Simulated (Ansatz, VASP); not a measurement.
One calculation of Te, two programs

File INCAR:

```
ALGO = Normal
EDIFF = 1E-8
ENCUT = 520
GGA = PE
ISIF = 2
ISMEAR = -1
LASPH = True
LCHARG = False
LEFG = True
LREAL = False
LWAVE = False
NBANDS = 9
NELM = 100
PREC = Accurate
SIGMA = 0.05
```

File KPOINTS:

```
k-points
0
Gamma
  14 14 14
```

File POSCAR:

```
Te
1.0
   -1.9067440202      1.9067440202      1.9067440202
    1.9067440202     -1.9067440202      1.9067440202
    1.9067440202      1.9067440202     -1.9067440202
Te
1
Direct
    0.0000000000      0.0000000000      0.0000000000
```

Input for Ansatz:

```yaml
crystal:
  lattice:
    - [-1.9067440202, 1.9067440202, 1.9067440202]
    - [1.9067440202, -1.9067440202, 1.9067440202]
    - [1.9067440202, 1.9067440202, -1.9067440202]
  atoms:
    - { symbol: Te, position: [0.0, 0.0, 0.0] }
kpoints:
  mp_grid: { grid: [14, 14, 14] }
scf:
  occupations: { method: fermi_dirac, width: 0.05 }
hamiltonian:
  xc: pbe
  pseudopotentials: { kind: paw }
output:
  forces: true
  stress: true
  eigenvalues: true
  efg: { contact_densities: true }
```

Change from the starting cell: volume scaled by 0.97, PAW files.

Alike in both runs: task electric field gradients; functional PBE; k mesh 14 × 14 × 14; occupations fermi-dirac, width 0.05 eV; no spin polarisation.

```csv
,VASP,Ansatz
version,VASP 6.6.1,Ansatz 0.2.0
potentials or method,"VASP PAW PBE potentials, release 64 (Te)","PAW with Ansatz's default frozen-core files, scalar-relativistic"
plane-wave cutoff (eV),520,420
valence electrons in the cell,6,16
```

|  | VASP | Ansatz | Ansatz less VASP |
| --- | --- | --- | --- |
| pressure (GPa) | 1.7 | 1.8 | +0.09 |
| Vzz of the field gradient on the site that differs most (V/Å²) | 0.0 | 0.0 | 0.00 |

The two sets of potentials don't hold the same shells in valence. Ansatz warned: «gradients_without_spin_orbit».

Spin-orbit coupling is left out, which matters for the levels of Te.
